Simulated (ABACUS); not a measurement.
# Ir (Fm-3m) in ABACUS: notebook

One crystal, Ir, is run at these levels: PBE; tasks: band structure, equation of state.

Program: ABACUS 3.10.1. These are calculated values, not measurements. Logs are shortened: lines on timing, memory, paths and dates and some standing lists are left out, and cuts for length are marked.

### 1 The structure

Symmetry: Fm-3m, No. 225, cubic system. Conventional cell: a = 3.831 Å, b = 3.831 Å, c = 3.831 Å, α = 90.00°, β = 90.00°, γ = 90.00°. Ir (site symmetry m-3m) is surrounded by 12 Ir at 2.71 Å.

### 2 Band structure, PBE, spin-orbit coupling, no magnetisation

INPUT reads:

```
INPUT_PARAMETERS
suffix              Ir
calculation         nscf
basis_type          lcao
pseudo_dir          ./
orbital_dir         ./
symmetry            -1
dft_functional      pbe
ecutwfc             100.0
pseudo_rcut         10
nspin               4
nbands              38
ks_solver           genelpa
smearing_method     fd
smearing_sigma      0.00367493
scf_thr             1e-07
scf_nmax            100
mixing_type         broyden
mixing_beta         0.4
noncolin            0
lspinorb            1
init_chg            file
out_band            1
```

STRU reads:

```
ATOMIC_SPECIES
Ir 192.2170 Ir.upf

NUMERICAL_ORBITAL
Ir_confined-atom_7au_3s2p2d1f.orb

LATTICE_CONSTANT
1.8897261246

LATTICE_VECTORS
-1.9156000000 0.0000000000 1.9156000000
0.0000000000 1.9156000000 1.9156000000
-1.9156000000 1.9156000000 0.0000000000

ATOMIC_POSITIONS
Direct

Ir
0.0
1
0.0000000000 0.0000000000 0.0000000000 1 1 1
```

KPT reads:

```
K_POINTS
12
Line
0.00000000 0.00000000 0.00000000 10 // G
0.50000000 0.00000000 0.50000000 10 // X
0.50000000 0.25000000 0.75000000 10 // W
0.37500000 0.37500000 0.75000000 10 // K
0.00000000 0.00000000 0.00000000 10 // G
0.50000000 0.50000000 0.50000000 10 // L
0.62500000 0.25000000 0.62500000 10 // U
0.50000000 0.25000000 0.75000000 10 // W
0.50000000 0.50000000 0.50000000 10 // L
0.37500000 0.37500000 0.75000000 1 // K
0.62500000 0.25000000 0.62500000 10 // U
0.50000000 0.00000000 0.50000000 1 // X
```

Potentials or basis: PseudoDojo NC FR 0.4 PBE stringent, DZP LCAO (the cutoffs set its grid).

Started as:

```bash
> OMP_NUM_THREADS=1 mpirun -np 4 abacus > log
```

running log:

```text
ABACUS v3.10.1

               Atomic-orbital Based Ab-initio Computation at UStc

 ------------------------------------------------------------------------------------

 READING GENERAL INFORMATION
                           global_out_dir = OUT.Ir/
                           global_in_card = INPUT
                               pseudo_dir = ./
                              orbital_dir = ./
                                    DSIZE = 4
                                    GSIZE = 1

 READING UNITCELL INFORMATION
                                    ntype = 1
                  lattice constant (Bohr) = 1.88973
              lattice constant (Angstrom) = 1

 READING ATOM TYPE 1
                               atom label = Ir
                      L=0, number of zeta = 3
                      L=1, number of zeta = 2
                      L=2, number of zeta = 2
                      L=3, number of zeta = 1
             number of atom for this type = 1
               magnetization of element 1 = [ 0, 0, 0 ]

                        TOTAL ATOM NUMBER = 1
DIRECT COORDINATES
    atom                   x                   y                   z     mag                  vx                  vy                  vz
taud_Ir1            0.0000000000        0.0000000000        0.0000000000  0.0000        0.0000000000        0.0000000000        0.0000000000

                          Volume (Bohr^3) = 94.8727
                             Volume (A^3) = 14.0587

 Lattice vectors: (Cartesian coordinate: in unit of a_0)
              -1.9156                  +0             +1.9156
                   +0             +1.9156             +1.9156
              -1.9156             +1.9156                  +0
 Reciprocal vectors: (Cartesian coordinate: in unit of 2 pi/a_0)
            -0.261015           -0.261015           +0.261015
            +0.261015           +0.261015           +0.261015
            -0.261015           +0.261015           -0.261015
 The esolver type has been set to : ksdft_lcao

                PAO radial cut off (Bohr) = 10

 Read in pseudopotential file is Ir.upf
                     pseudopotential type = NC
          exchange-correlation functional = PBE
                 nonlocal core correction = 1
                        valence electrons = 17
                                     lmax = 3
                           number of zeta = 6
                     number of projectors = 14
                           L of projector = 0
                           L of projector = 0
[... 6 lines left out ...]
                           L of projector = 2
                           L of projector = 2
                           L of projector = 3
                           L of projector = 3
                           L of projector = 3
                           L of projector = 3
     initial pseudo atomic orbital number = 20

 SETUP THE ELECTRONS NUMBER
            electron number of element Ir = 17
      total electron number of element Ir = 17
            AUTOSET number of electrons:  = 17
                           occupied bands = 17
                                   NLOCAL = 52
                                   NBANDS = 38
                                   NBANDS = 38
                                   NLOCAL = 52

%%%%%%%%%%%%%%%%%%%%%%%%%%%%%%%%%%%%%%%%%%%%%%%%%%%%%%%%%%%%%%%%%%%%%%%%%%%%%%%%%%%%%%%%%%%%%%%%%%%%%%%%%%
 Warning: the number of valence electrons in pseudopotential > 9 for Ir: [Xe] 4f14 5d7 6s2
 Pseudopotentials with additional electrons can yield (more) accurate outcomes, but may be less efficient.
 If you're confident that your chosen pseudopotential is appropriate, you can safely ignore this warning.
%%%%%%%%%%%%%%%%%%%%%%%%%%%%%%%%%%%%%%%%%%%%%%%%%%%%%%%%%%%%%%%%%%%%%%%%%%%%%%%%%%%%%%%%%%%%%%%%%%%%%%%%%%

 SETUP THE PLANE WAVE BASIS
 energy cutoff for charge/potential (unit:Ry) = 400
            fft grid for charge/potential = [ 36, 36, 36 ]
                        fft grid division = [ 3, 3, 3 ]
        big fft grid for charge/potential = [ 12, 12, 12 ]
                                     nbxx = 432
                                     nrxx = 11664

 SETUP PLANE WAVES FOR CHARGE/POTENTIAL
                    number of plane waves = 12891
                         number of sticks = 733

 PARALLEL PW FOR CHARGE/POTENTIAL
     PROC   COLUMNS(POT)             PW
        1            184           3223
        2            184           3223
        3            183           3222
        4            182           3223
 --------------- sum -------------------
        4            733          12891
                            number of |g| = 178
                                  max |g| = 36.1764
                                  min |g| = 0.204386

----------- Double Check Mixing Parameters Begin ------------
mixing_type: broyden
mixing_beta: 0.4
mixing_gg0: 1
mixing_gg0_min: 0.1
mixing_beta_mag: 1.6
mixing_gg0_mag: 0
mixing_ndim: 8
----------- Double Check Mixing Parameters End ------------

 SETUP K-POINTS
                                    nspin = 4
                                   nkstot = 102
K-POINTS DIRECT COORDINATES
 KPOINTS    DIRECT_X    DIRECT_Y    DIRECT_Z  WEIGHT
       1  0.00000000  0.00000000  0.00000000  1.0000
       2  0.05000000  0.00000000  0.05000000  1.0000
       3  0.10000000  0.00000000  0.10000000  1.0000
       4  0.15000000  0.00000000  0.15000000  1.0000
       5  0.20000000  0.00000000  0.20000000  1.0000
       6  0.25000000  0.00000000  0.25000000  1.0000
[... 22 lines left out ...]
      29  0.40000000  0.35000000  0.75000000  1.0000
      30  0.38750000  0.36250000  0.75000000  1.0000
[... 72 further k points ...]

           k-point number in this process = 102
       minimum distributed K point number = 102

[... K-POINTS CARTESIAN COORDINATES: 102 rows ...]

[... K-POINTS DIRECT COORDINATES: 102 rows ...]

 SETUP PLANE WAVES FOR WAVE FUNCTIONS
     energy cutoff for wavefunc (unit:Ry) = 100
              fft grid for wave functions = [ 36, 36, 36 ]
                    number of plane waves = 2085
                         number of sticks = 211

 PARALLEL PW FOR WAVE FUNCTIONS
     PROC   COLUMNS(POT)             PW
        1             52            520
        2             53            521
        3             53            522
        4             53            522
 --------------- sum -------------------
        4            211           2085

 SET NONLOCAL PSEUDOPOTENTIAL PROJECTORS
 max number of nonlocal projetors among all species is 14

 -------------------------------------------
 NONSELF-CONSISTENT
 -------------------------------------------

 SETUP SEARCHING RADIUS FOR PROGRAM TO SEARCH ADJACENT ATOMS
                  longest orb rcut (Bohr) = 7
   longest nonlocal projector rcut (Bohr) = 2.3
                     search radius (Bohr) = 18.6
              searching radius is (Bohr)) = 18.6
         searching radius unit is (Bohr)) = 1.89
                         PeriodicBoundary = 1
                        Radius(unit:lat0) = 9.84
                                   glayer = [ 6, 6, 6 ]
                             glayer_minus = [ 5, 5, 5 ]

Find the coordinate range of the input atom(unit:lat0).
                                  min_tau = [ -19.2, -19.2, -19.2 ]
                                  max_tau = [ 19.2, 19.2, 19.2 ]
                                BoxNumber = [ 11, 11, 11 ]

 SETUP EXTENDED REAL SPACE GRID FOR GRID INTEGRATION
                          real space grid = [ 36, 36, 36 ]
                 big cell numbers in grid = [ 12, 12, 12 ]
             meshcell numbers in big cell = [ 3, 3, 3 ]
                        extended fft grid = [ 21, 21, 21 ]
                dimension of extened grid = [ 55, 55, 55 ]
                            UnitCellTotal = 125
              Atom number in sub-FFT-grid = 1
    Local orbitals number in sub-FFT-grid = 52
                                ParaV.nnr = 168324
                                 init_chg = file
 try to read charge from file
 Read in the charge density: OUT.Ir//Ir-CHARGE-DENSITY.restart

 LCAO ALGORITHM --------------- ION=   1  ELEC=   1--------------------------------
[... levels at 102 k points of this process ...]

total magnetism (Bohr mag/cell)	-5.40121e-14	-1.85589e-14	-2.52290e-14
       absolute magnetism (Bohr mag/cell) = 2.89475e-13

 Density error is 0.00000000000
----------------------------------------------------------
     Energy           Rydberg                 eV
----------------------------------------------------------
 E_KohnSham     -230.4544813199      -3135.4940755849
 E_KS(sigma->0) -230.4537106712      -3135.4835903720
 E_Harris       -230.4544813199      -3135.4940755849
 E_band         -5.8441436214        -79.5136531821
 E_one_elec     -32.5325069420       -442.6274646355
 E_Hartree      28.9559928337        393.9664937858
 E_xc           -43.8598494726       -596.7438662490
 E_Ewald        -183.0165764417      -2490.0682680603
 E_entropy(-TS) -0.0015412973        -0.0209704259
 E_descf        0.0000000000         0.0000000000
 E_exx          0.0000000000         0.0000000000
 E_Fermi        1.9717332482         26.8268071111
----------------------------------------------------------

 charge density convergence is achieved
 final etot is -3135.4940756 eV
 EFERMI = 26.826807111 eV

 STATE ENERGY(eV) AND OCCUPATIONS    NSPIN == 4
 1/102 kpoint (Cartesian) = 0.0000 0.0000 0.0000 (412 pws)
       1       -66.7392     0.00980392
       2       -66.7392     0.00980392
       3       -32.6485     0.00980392
       4       -32.6485     0.00980392
       5       -19.4022     0.00980392
       6       -19.4022     0.00980392
[... 30 lines left out ...]
      37        66.5920        0.00000
      38        66.5920        0.00000

 2/102 kpoint (Cartesian) = -0.026101 0.0000 0.0000 (399 pws)
       1       -66.7370     0.00980392
       2       -66.7370     0.00980392
       3       -32.6486     0.00980392
       4       -32.6486     0.00980392
       5       -19.4209     0.00980392
       6       -19.4209     0.00980392
[... 30 lines left out ...]
      37        68.3408        0.00000
      38        68.3408        0.00000

 3/102 kpoint (Cartesian) = -0.052203 0.0000 0.0000 (396 pws)
       1       -66.7306     0.00980392
       2       -66.7306     0.00980392
       3       -32.6456     0.00980392
       4       -32.6456     0.00980392
       5       -19.4738     0.00980392
       6       -19.4738     0.00980392
[... 30 lines left out ...]
      37        69.7546        0.00000
      38        69.7546        0.00000

 4/102 kpoint (Cartesian) = -0.078304 0.0000 0.0000 (400 pws)
       1       -66.7206     0.00980392
       2       -66.7206     0.00980392
       3       -32.6443     0.00980392
       4       -32.6443     0.00980392
       5       -19.5556     0.00980392
       6       -19.5556     0.00980392
[... 30 lines left out ...]
      37        66.5078        0.00000
      38        66.5078        0.00000

 5/102 kpoint (Cartesian) = -0.10441 0.0000 0.0000 (402 pws)
       1       -66.7080     0.00980392
       2       -66.7080     0.00980392
       3       -32.6543     0.00980392
       4       -32.6543     0.00980392
       5       -19.6589     0.00980392
       6       -19.6589     0.00980392
[... 30 lines left out ...]
      37        65.9927        0.00000
      38        65.9927        0.00000

 6/102 kpoint (Cartesian) = -0.13051 0.0000 0.0000 (403 pws)
       1       -66.6940     0.00980392
       2       -66.6940     0.00980392
       3       -32.6800     0.00980392
       4       -32.6800     0.00980392
       5       -19.7749     0.00980392
       6       -19.7749     0.00980392
[... 30 lines left out ...]
      37        65.6307        0.00000
      38        65.6307        0.00000

[... levels at 96 further k points ...]

 --------------------------------------------
 !FINAL_ETOT_IS -3135.494075584933 eV
 --------------------------------------------

 Output bands in file: OUT.Ir/BANDS_1.dat
```

It took 1.4 s on 4 MPI ranks of Intel Xeon 6975P-C (Granite Rapids), shared host; peak memory 0.44 GiB.

Levels at the corners of the path, in eV from the Fermi level:
```csv
point,band 14,band 15,band 16,band 17,band 18,band 19
Γ,-4.30,-3.48,-3.48,-1.09,-1.09,-1.09
X,0.71,1.14,1.14,1.49,1.49,2.03
W,-4.99,-1.79,-1.79,1.50,1.50,8.14
K,-3.05,-0.92,-0.92,0.67,0.67,6.21
Γ,-4.30,-3.48,-3.48,-1.09,-1.09,-1.09
L,-3.65,-0.89,-0.89,0.63,0.63,1.21
U,-3.05,-0.92,-0.92,0.67,0.67,6.21
W,-4.99,-1.79,-1.79,1.50,1.50,8.14
L,-3.65,-0.89,-0.89,0.63,0.63,1.21
K,-3.05,-0.92,-0.92,0.67,0.67,6.21
U,-3.05,-0.92,-0.92,0.67,0.67,6.21
X,0.71,1.14,1.14,1.49,1.49,2.03
```

Caveat: the atomic orbitals were generated for these runs and aren't a published set; the density is read from an earlier self-consistent run, whose mesh may be coarse; the basis of atomic orbitals isn't converged, which shifts pressures, moduli and gaps.

(Continued in part 2 of 2.)
